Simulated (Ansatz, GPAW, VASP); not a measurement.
**One calculation of CdSe, 3 ways**

```
CELL_PARAMETERS angstrom
0.00000 3.07027 3.07027
3.07027 0.00000 3.07027
3.07027 3.07027 0.00000
ATOMIC_POSITIONS crystal
Cd 0.00000 0.00000 0.00000
Se 0.25000 0.25000 0.25000
```

The cell is a database's computed one, not the measured one.

Alike in all runs: task single point; functional PBE; k mesh 8 × 8 × 8; occupations gaussian, width 0.025 eV; no spin polarisation; no spin-orbit coupling. Pressure is positive in compression and, in plane waves, holds the error of the finite cutoff.

```tsv
program and potentials	plane-wave cutoff (eV)	notes	band gap (eV)	pressure (GPa)
GPAW, GPAW PAW data sets (gpaw-data 1.2.1)	600	-	0.54	1.07
Ansatz, all-electron LAPW, scalar-relativistic	-	-	?	?
VASP, PBE PAW files Cd, Se, 520 eV	520	-	0.55	1.57
```

**Question.** Estimate from the other rows what the run with Ansatz, all-electron LAPW, scalar-relativistic gave.

**Answer.** Band gap 0.55 eV; pressure 1.30 GPa. The other rows, which needn't bracket it: band gap 0.54 to 0.55; pressure 1.07 to 1.57.
